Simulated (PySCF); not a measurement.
Predicted microwave data (PBE0-D3(BJ)/def2-SVP geometry optimisation, gas phase (PySCF 2.14.0)) for one isomer of C5H8O2:

- Rotational constants: A = 4730, B = 2062, C = 1462 MHz
- Dipole components: |μa| = 0.06 D, |μb| = 1.86 D, |μc| = 0.01 D
- Inertial defect: -6.37 u·Å²
- κ: -0.63

Question: Which structure is it? (One computed conformer of each.)
A. `[CH3:1][C:2](=[O:3])/[CH:4]=[C:5](\[CH3:6])[OH:7]` with C1–C2–C4–C5 -179°, C4–C5–O7–H 0°
B. `[CH2:1]=[C:2]([CH3:3])[C:4](=[O:5])[O:6][CH3:7]` with C1–C2–C4–O5 -1°, C2–C4–O6–C7 180°
C. `[CH2:1]=[CH:2][C@H:3]([CH3:4])[C:5](=[O:6])[OH:7]` with C1–C2–C3–C4 -122°, C2–C3–C5–O6 81°, C3–C5–O7–H 177°
D. `[CH2:1]=[CH:2][O:3][C:4](=[O:5])[CH2:6][CH3:7]` with C1–C2–O3–C4 180°, C2–O3–C4–O5 0°, O3–C4–C6–C7 177° (vinyl propionate)
E. `C1OCC12COC2`

Answer: B. It is C=C(C)C(=O)OC, an asymmetric top. The candidates at the same level (rigid rotor, commonest isotopes):

| SMILES | A (MHz) | B (MHz) | C (MHz) | μa (D) | μb (D) | μc (D) | Δ (u·Å²) | point group | rotor |
| --- | --- | --- | --- | --- | --- | --- | --- | --- | --- |
| C=COC(=O)CC | 8880 | 1342 | 1183 | 0.15 | 1.57 | 0.02 | -6.33 | near Cs | near-prolate asymmetric top |
| C=C[C@H](C)C(=O)O | 3569 | 2080 | 1628 | 0.59 | 0.69 | 1.08 | -74.10 | C1 | asymmetric top |
| C=C(C)C(=O)OC | 4730 | 2062 | 1462 | 0.06 | 1.86 | 0.01 | -6.37 | near Cs | asymmetric top |
| C1OCC12COC2 | 6397 | 1960 | 1960 | 0.00 | 0.00 | 0.00 | -79.00 | D2d | prolate symmetric top |
| CC(=O)/C=C(\C)O | 5308 | 1694 | 1305 | 1.13 | 3.07 | 0.03 | -6.27 | – | asymmetric top |

`CC(=O)/C=C(\C)O` has B 18 % too low; `C1OCC12COC2` has A 35 % too high; `C=COC(=O)CC` has A 88 % too high; `C=C[C@H](C)C(=O)O` has A 25 % too low. No structure here is proved a minimum.
